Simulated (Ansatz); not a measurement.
C: equation of state with r2SCAN

**Measured values to compare with.**

“Equation of state of cubic boron nitride at high pressures and temperatures”, 2007, arxiv:cond-mat/0702656 quotes, for a bulk crystal of C: bulk modulus 442 ± 5 GPa.

Crystal: C.

```
C
1.0
     0.00000    1.78337    1.78337
     1.78337    0.00000    1.78337
     1.78337    1.78337    0.00000
C
2
Direct
  0.75000 0.75000 0.75000
  0.50000 0.50000 0.50000
```

This isn't the form of C at room conditions, which is graphite.

```json
{"Program": "Ansatz 0.2.0", "Task": "equation of state", "Functional": "r2SCAN", "Potentials or basis": "Ansatz PAW", "Cutoff": "500 eV", "Density cutoff": "2000 eV", "k mesh": "13 × 13 × 13", "Occupations": "fermi-dirac, width 0.05 eV", "Spin": "no spin polarisation"}
```

* Equilibrium volume: 5.64 Å³/atom
* Bulk modulus: 451 GPa
* Pressure derivative of the bulk modulus: 3.7

Energy against volume, from the lowest point:
| volume (Å³/atom) | energy (meV/atom) |
| --- | --- |
| 5.332 | 25.85 |
| 5.445 | 9.91 |
| 5.558 | 1.51 |
| 5.672 | 0.00 |
| 5.785 | 4.75 |
| 5.899 | 15.19 |
| 6.012 | 30.83 |

All runs of the series together: 5.5 s on 2 threads of AMD EPYC 7B13 (Zen 3) (shared host).

Measured bulk modulus of C: 442 GPa (quoted in “Equation of state of cubic boron nitride at high pressures and temperatures”, 2007, arxiv:cond-mat/0702656). This calculation gives 451 GPa (+1.9 %). 3 values of this kind are on record (442 to 444.8 GPa); this one was drawn at random among those near their median, those with a stated uncertainty first. The fit is for a static lattice scaled at fixed shape and fixed fractional positions. The cell as given is a measured one (5.67 Å³/atom); r2SCAN puts the equilibrium volume -0.5 % from it, thermal expansion not counted.

Caveat: the PAW data sets were made with another functional, which shifts forces and pressure a little.
